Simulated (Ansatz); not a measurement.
The system is TaN.

```
CELL_PARAMETERS angstrom
2.93800 0.00000 0.00000
-1.46900 2.54438 0.00000
0.00000 0.00000 2.88300
ATOMIC_POSITIONS crystal
Ta 0.33333 0.66667 0.50000
N 0.00000 0.00000 0.00000
```

- Program: Ansatz 0.2.0
- Task: single point
- Functional: PBE
- Potentials or basis: all-electron LAPW, scalar-relativistic
- Cutoff: 350 eV (chosen from the basis error)
- Basis error allowed: 0.001 eV/atom
- k mesh: 10 × 10 × 9
- Occupations: fermi-dirac, width 0.05 eV
- Spin: no spin polarisation

On this cell: pressure 4.8 GPa; largest force under 0.003 eV/Å; band gap on the k mesh none (metal or under the smearing width).

The same run follows on a disturbed copy (atoms moved at random, drawn with an rms of 0.05 Å):

```
Ta N
1.0
     2.93800    0.00000    0.00000
    -1.46900    2.54438    0.00000
     0.00000    0.00000    2.88300
Ta N
1 1
Direct
  0.34478 0.67500 0.48326
  0.98589 0.00547 0.00587
```

Q: What changes?

A: The energy (extrapolated to zero smearing) moves by +32.1 meV/atom; pressure 6.4 GPa; largest force 1.345 eV/Å; band gap on the k mesh none (metal or under the smearing width).

Forces in eV/Å, atoms in the order of the input:
```
Ta  -0.948 -0.133  0.945
N    0.948  0.133 -0.945
```

Stress tensor (GPa, compression positive):
```
 6.12  1.15 -1.70
 1.15  5.40 -0.30
-1.70 -0.30  7.77
```
